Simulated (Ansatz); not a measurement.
An ideal cubic perovskite cell is held by its symmetry; such compounds can tilt or shift off centre at room temperature.

The decay constant κ of evanescent states in the gap governs leakage through a thin film.

```
CELL_PARAMETERS angstrom
      8.87439     0.00000     0.00000
     -4.43719     7.68545     0.00000
      4.43719     2.56182     3.62295
ATOMIC_POSITIONS crystal
  Cs 0.00000 0.50000 0.50000
  Pb 0.00000 0.00000 0.00000
  I  0.00000 0.00000 0.50000
  I  0.50000 0.00000 0.50000
  I  0.50000 0.50000 0.50000
```

The cell is taken as given; by r2SCAN it stands under a pressure of 0.5 GPa.

Transport runs along the normal of the first two printed cell vectors, the (111) plane of the conventional cell.

The gap is the functional's own, uncorrected, and κ follows it; spin-orbit coupling is left out. Mid-gap means the computed energy nearest the middle.

Estimate the band gap and the smallest decay constant κ at mid-gap that r2SCAN (Ansatz, a first-principles code) returns for this system.

Gap 1.61 eV on a 8×8×8 mesh; κ = 0.117 1/Å, at the zone centre.
